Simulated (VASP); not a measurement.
# Si (Fd-3m) in VASP: further runs

One crystal, Si, is run at these levels: LDA; tasks: single point.

All numbers are computed with VASP 6.6.1; they aren't measurements. Logs are shortened: lines on timing, memory, paths and dates and some standing lists are left out, and cuts for length are marked.

### 1 The crystal as given

The structure is cubic, space group Fd-3m (No. 227). The conventional cell has a = 5.431 Å, b = 5.431 Å, c = 5.431 Å, α = 90.00°, β = 90.00°, γ = 90.00°. Si (site symmetry -43m) has 4 Si at 2.35 Å as nearest neighbours.

### 2 Single point, LDA

Contents of INCAR:

```
SYSTEM = Si
PREC = Accurate
ENCUT = 520
EDIFF = 1E-6
ISMEAR = 0
SIGMA = 0.05
LREAL = .FALSE.
LASPH = .TRUE.
NELM = 60
ALGO = Normal
ISIF = 2
LWAVE = .FALSE.
LCHARG = .TRUE.
GGA = CA
LELF = .TRUE.
LVHAR = .TRUE.
NBANDS = 11
```

Contents of KPOINTS:

```
regular mesh
0
G
  10 10 10
  0 0 0
```

Contents of POSCAR:

```
Si
1.0
    0.0000000000      2.7154700000      2.7154700000
    2.7154700000      0.0000000000      2.7154700000
    2.7154700000      2.7154700000      0.0000000000
Si
2
Direct
    0.5000000000      0.5000000000      0.5000000000
    0.7500000000      0.7500000000      0.7500000000
```

Potentials or basis: VASP PAW LDA potentials, release 64 (Si).

Started as:

```bash
> cat potpaw_LDA.64/Si/POTCAR > POTCAR
> mpirun -np 1 vasp_std > vasp.out
```

OUTCAR:

```text
SYSTEM = Si
   PREC = Accurate
   ENCUT = 520
   EDIFF = 1E-6
   ISMEAR = 0
   LREAL = .FALSE.
   LASPH = .TRUE.
   NELM = 60
   ISIF = 2
   GGA = CA

 ion  position               nearest neighbor table
   1  0.500  0.500  0.500-   2 2.35   2 2.35   2 2.35   2 2.35
   2  0.750  0.750  0.750-   1 2.35   1 2.35   1 2.35   1 2.35

  LATTYP: Found a face centered cubic cell.
 ALAT       =     5.4309400000

  Lattice vectors:

 A1 = (   0.0000000000,   2.7154700000,   2.7154700000)
 A2 = (   2.7154700000,   0.0000000000,   2.7154700000)
 A3 = (   2.7154700000,   2.7154700000,   0.0000000000)

Analysis of symmetry for initial positions (statically):
=====================================================================
 Subroutine PRICEL returns:
 Original cell was already a primitive cell.

 Routine SETGRP: Setting up the symmetry group for a
 face centered cubic supercell.

 Subroutine GETGRP returns: Found 48 space group operations
 (whereof 24 operations were pure point group operations)
 out of a pool of 48 trial point group operations.

The static configuration has the point symmetry T_d .
 The point group associated with its full space group is O_h .

Analysis of symmetry for dynamics (positions and initial velocities):
=====================================================================
 Subroutine PRICEL returns:
 Original cell was already a primitive cell.

 Routine SETGRP: Setting up the symmetry group for a
 face centered cubic supercell.

 Subroutine GETGRP returns: Found 48 space group operations
 (whereof 24 operations were pure point group operations)
 out of a pool of 48 trial point group operations.

The dynamic configuration has the point symmetry T_d .
 The point group associated with its full space group is O_h .

 Subroutine INISYM returns: Found 48 space group operations
 (whereof 24 operations are pure point group operations),
 and found     1 'primitive' translations

----------------------------------------------------------------------------------------

                                     Primitive cell

  volume of cell :      40.0465

  direct lattice vectors                    reciprocal lattice vectors
     0.000000000  2.715470000  2.715470000    -0.184130187  0.184130187  0.184130187
     2.715470000  0.000000000  2.715470000     0.184130187 -0.184130187  0.184130187
     2.715470000  2.715470000  0.000000000     0.184130187  0.184130187 -0.184130187

  length of vectors
     3.840254502  3.840254502  3.840254502     0.318922840  0.318922840  0.318922840

  position of ions in fractional coordinates (direct lattice)
     0.500000000  0.500000000  0.500000000
     0.750000000  0.750000000  0.750000000

  ion indices of the primitive-cell ions
   primitive index   ion index
                 1           1
                 2           2

----------------------------------------------------------------------------------------

 KPOINTS: regular mesh

Automatic generation of k-mesh.
 Grid dimensions read from file:
 generate k-points for:   10   10   10

 Generating k-lattice:

  Cartesian coordinates                     Fractional coordinates (reciprocal lattice)
    -0.018413019  0.018413019  0.018413019     0.100000000  0.000000000  0.000000000
     0.018413019 -0.018413019  0.018413019     0.000000000  0.100000000  0.000000000
     0.018413019  0.018413019 -0.018413019     0.000000000  0.000000000  0.100000000

  Length of vectors
     0.031892284  0.031892284  0.031892284

  Shift w.r.t. Gamma in fractional coordinates (k-lattice)
     0.000000000  0.000000000  0.000000000

 Subroutine IBZKPT returns following result:
 ===========================================

 Found     47 irreducible k-points:

 Following reciprocal coordinates:
            Coordinates               Weight
  0.000000  0.000000  0.000000      1.000000
  0.100000  0.000000  0.000000      8.000000
  0.200000  0.000000  0.000000      8.000000
  0.300000  0.000000  0.000000      8.000000
  0.400000  0.000000  0.000000      8.000000
  0.500000  0.000000  0.000000      4.000000
[... 16 lines left out ...]
  0.300000  0.300000  0.000000      6.000000
  0.400000  0.300000  0.000000     24.000000
 [... further k-points ...]
   k-points           NKPTS =     47   k-points in BZ     NKDIM =     47   number of bands    NBANDS=     11
   number of dos      NEDOS =    301   number of ions     NIONS =      2
   total plane-waves  NPLWV =  27000
   dimension x,y,z NGX =    30 NGY =   30 NGZ =   30
   dimension x,y,z NGXF=    60 NGYF=   60 NGZF=   60
   ions per type =               2
   NGX,Y,Z   is equivalent  to a cutoff of  12.99, 12.99, 12.99 a.u.
   NGXF,Y,Z  is equivalent  to a cutoff of  25.97, 25.97, 25.97 a.u.
 SYSTEM =  Si
   PREC   = accura    normal or accurate (medium, high low for compatibility)
   ISTART =      0    job   : 0-new  1-cont  2-samecut
   ICHARG =      2    charge: 1-file 2-atom 10-const
   ISPIN  =      1    spin polarized calculation?
   LNONCOLLINEAR =      F non collinear calculations
   LSORBIT =      F    spin-orbit coupling
   LASPH  =      T    aspherical Exc in radial PAW
   ENCUT  =  520.0 eV  38.22 Ry    6.18 a.u.   7.14  7.14  7.14*2*pi/ulx,y,z
   NELM   =     60;   NELMIN=  2; NELMDL= -5     # of ELM steps
   EDIFF  = 0.1E-05   stopping-criterion for ELM
   LREAL  =      F    real-space projection
   EDIFFG = 0.1E-04   stopping-criterion for IOM
   NSW    =      0    number of steps for IOM
   IBRION =     -1    ionic relax: 0-MD 1-quasi-New 2-CG
   NFREE  =      0    steps in history (QN), initial steepest desc. (CG)
   ISIF   =      2    stress and relaxation
   ISYM   =      2    0-nonsym 1-usesym 2-fastsym
   POTIM  = 0.5000    time-step for ionic-motion
   TEBEG  =    0.0;   TEEND  =   0.0 temperature during run
   PSTRESS=    0.0 pullay stress
   NELECT =       8.0000    total number of electrons
   NUPDOWN=      -1.0000    fix difference up-down
   EMIN   =  10.00;   EMAX   =-10.00  energy-range for DOS
   EFERMI =   0.00;   METHOD = LEGACY
   ISMEAR =     0;   SIGMA  =   0.05  broadening in eV -4-tet -1-fermi 0-gaus
   EFERMI_NEDOS =   21; number of points for ismear=-14 and -15
   IALGO  =     38    algorithm
   IMIX   =      4    mixing-type and parameters
     AMIX     =   0.40;   BMIX     =  1.00
     AMIX_MAG =   1.60;   BMIX_MAG =  1.00
  volume/ion in A,a.u.               =      20.02       135.12
  Fermi-wavevector in a.u.,A,eV,Ry     =   0.957010  1.808487 12.461143  0.915868
  Thomas-Fermi vector in A             =   2.085990
   LORBIT       =      0    0 simple, 1 ext, 2 COOP (PROOUT), +10 PAW based schemes
   GGA     = CA    functional components
   LHFCALC =     F    Hartree Fock is set to
   AEXX    =    0.0000 exact exchange contribution
   IVDW    =     0    specifies the selected vdW correction
   LEPSILON=     F    determine dielectric tensor
   LRPA    =     F    only Hartree local field effects (RPA)
 non-spin polarized calculation
 Gauss-broadening in eV      SIGMA  =   0.05
  energy-cutoff  :      520.00
  volume of cell :       40.05
 maximum number of plane-waves:      1091
 NGX is ok and might be reduce to    30
   NGX = 15   NGY = 15   NGZ = 15

 number of electron       8.0000000 magnetization

 Free energy of the ion-electron system (eV)
  ---------------------------------------------------
  ext. energy  EPLUGINS =         0.00000000
  ---------------------------------------------------
  free energy    TOTEN  =       -11.91629575 eV

  energy without entropy =      -11.91629575  energy(sigma->0) =      -11.91629575

 E-fermi :   5.9900     XC(G=0):  -9.6052

 val. band max:        5.7685297700   @ k =   0.0000   0.0000   0.0000
 cond. band min:       6.2476010253   @ k =   0.4000   0.4000   0.0000
 fundamental gap:      0.4790712553
 Fermi energy:         5.9899520470

 k-point     1 :       0.0000    0.0000    0.0000
  band No.  band energies     occupation
      1      -6.1878      2.00000
      2       5.7685      2.00000
      3       5.7685      2.00000
      4       5.7685      2.00000
      5       8.2925      0.00000
      6       8.2925      0.00000
      7       8.2925      0.00000
      8       8.9760      0.00000
      9      13.4453      0.00000
     10      13.4960      0.00000
     11      13.4960      0.00000

 k-point     2 :       0.1000    0.0000    0.0000
  band No.  band energies     occupation
      1      -6.0569      2.00000
      2       4.6114      2.00000
      3       5.5696      2.00000
      4       5.5696      2.00000
      5       8.2703      0.00000
      6       8.5846      0.00000
      7       8.5846      0.00000
      8       9.9248      0.00000
      9      13.1218      0.00000
     10      13.1218      0.00000
     11      13.9964      0.00000

 k-point     3 :       0.2000    0.0000    0.0000
  band No.  band energies     occupation
      1      -5.6702      2.00000
      2       2.7448      2.00000
      3       5.1892      2.00000
      4       5.1892      2.00000
      5       7.8931      0.00000
      6       9.0904      0.00000
      7       9.0904      0.00000
      8      11.6776      0.00000
      9      12.7908      0.00000
     10      12.7908      0.00000
     11      14.6862      0.00000

 k-point     4 :       0.3000    0.0000    0.0000
  band No.  band energies     occupation
      1      -5.0541      2.00000
      2       0.9580      2.00000
      3       4.8557      2.00000
      4       4.8557      2.00000
      5       7.5228      0.00000
      6       9.2573      0.00000
      7       9.2573      0.00000
      8      13.2318      0.00000
      9      13.3260      0.00000
     10      13.3260      0.00000
     11      14.4659      0.00000
[... 239 lines left out ...]
 k-point    22 :      -0.2000    0.2000    0.0000
  band No.  band energies     occupation
      1      -4.8382      2.00000
      2       1.2852      2.00000
      3       2.7457      2.00000
      4       4.9256      2.00000
      5       8.5858      0.00000
      6       9.7160      0.00000
      7       9.9934      0.00000
      8      11.3908      0.00000
      9      11.8436      0.00000
     10      16.2958      0.00000
     11      16.4503      0.00000

 k-point    23 :       0.3000    0.3000    0.0000
  band No.  band energies     occupation
      1      -4.6385      2.00000
      2       1.3479      2.00000
      3       3.5375      2.00000
      4       3.5375      2.00000
      5       6.5368      0.00000
      6       8.0814      0.00000
      7      12.3552      0.00000
      8      12.3552      0.00000
      9      14.7424      0.00000
     10      15.2310      0.00000
     11      17.9849      0.00000

 k-point    24 :       0.4000    0.3000    0.0000
  band No.  band energies     occupation
      1      -4.0254      2.00000
      2       0.3456      2.00000
      3       2.9000      2.00000
      4       3.3332      2.00000
      5       6.7249      0.00000
      6       7.9153      0.00000
      7      12.6393      0.00000
      8      12.7748      0.00000
      9      16.2266      0.00000
     10      16.3768      0.00000
     11      17.7560      0.00000

 [... further k-points ...]
[... 5 lines left out ...]
  --------------------------------------------------------------------------------------
  -------------------------------------------------------------------------------------
  Total       -0.3640154     -0.3640154     -0.3640154      0.0000000      0.0000000      0.0000000
  in kB      -14.5634866    -14.5634866    -14.5634866      0.0000000      0.0000000      0.0000000
  external PRESSURE =     -14.5634866 kB  Pullay stress =       0.0000000 kB

 VOLUME and BASIS-vectors are now :
 -----------------------------------------------------------------------------
  energy-cutoff  :      520.00
  volume of cell :       40.05
      direct lattice vectors                 reciprocal lattice vectors
     0.000000000  2.715470000  2.715470000    -0.184130187  0.184130187  0.184130187
     2.715470000  0.000000000  2.715470000     0.184130187 -0.184130187  0.184130187
     2.715470000  2.715470000  0.000000000     0.184130187  0.184130187 -0.184130187

 POSITION                                       TOTAL-FORCE (eV/Angst)
 -----------------------------------------------------------------------------------
      2.71547      2.71547      2.71547        -0.000000     -0.000000     -0.000000
      4.07320      4.07320      4.07320         0.000000      0.000000      0.000000
 -----------------------------------------------------------------------------------
    total drift:                                0.000000     -0.000000     -0.000000

  FREE ENERGIE OF THE ION-ELECTRON SYSTEM (eV)
  ---------------------------------------------------
  free  energy   TOTEN  =       -11.9162957545 eV

  energy  without entropy=      -11.9162957545  energy(sigma->0) =      -11.91629575
```

Run time: 15 s. Hardware: 1 thread of AMD EPYC 9R14 (Zen 4), shared host; peak memory 0.11 GiB.

What came out:

| Quantity | Value |
| --- | --- |
| Free energy | -11.9163 eV |
| Pressure | -1.5 GPa |
| Band gap on the k mesh | 0.48 eV, indirect (least direct gap 2.52 eV) |

### 3 Single point, LDA

Contents of INCAR:

```
ALGO = Normal
EDIFF = 1E-7
ENCUT = 520
ISIF = 2
ISMEAR = 0
LASPH = T
LCHARG = T
LELF = T
LREAL = F
LVHAR = T
LWAVE = F
NBANDS = 11
NELM = 60
PREC = Accurate
SIGMA = 0.05
```

Contents of KPOINTS:

```
k-points
0
Gamma
  10 10 10
```

POSCAR is that of step 2.

Potentials or basis: VASP PAW LDA potentials, release 64 (Si).

Started as:

```bash
> cat potpaw_LDA.64/Si/POTCAR > POTCAR
> mpirun -np 1 vasp_std > vasp.out
```

Wall time 15 s (1 thread of AMD EPYC 9R14 (Zen 4), shared host); peak memory 0.11 GiB.

It converged, with:

| Item | Value |
| --- | --- |
| Free energy | -11.9163 eV |
| Pressure | -1.5 GPa |
| Band gap on the k mesh | 0.48 eV, indirect (least direct gap 2.52 eV) |

Levels at points of the mesh, in eV from the valence-band top:
```csv
k point,band 1,band 2,band 3,band 4,band 5,band 6,band 7,band 8,band 9
"(0.00, 0.00, 0.00)",-11.96,0.00,0.00,0.00,2.52,2.52,2.52,3.21,7.68
"(0.50, 0.00, 0.00)",-9.62,-6.99,-1.19,-1.19,1.43,3.29,3.29,7.51,10.52
"(0.50, 0.50, 0.00)",-7.81,-7.81,-2.85,-2.85,0.60,0.60,9.98,9.98,10.92
```

A k mesh can miss the band edges. As with any semilocal functional, this LDA gap is likely too small.
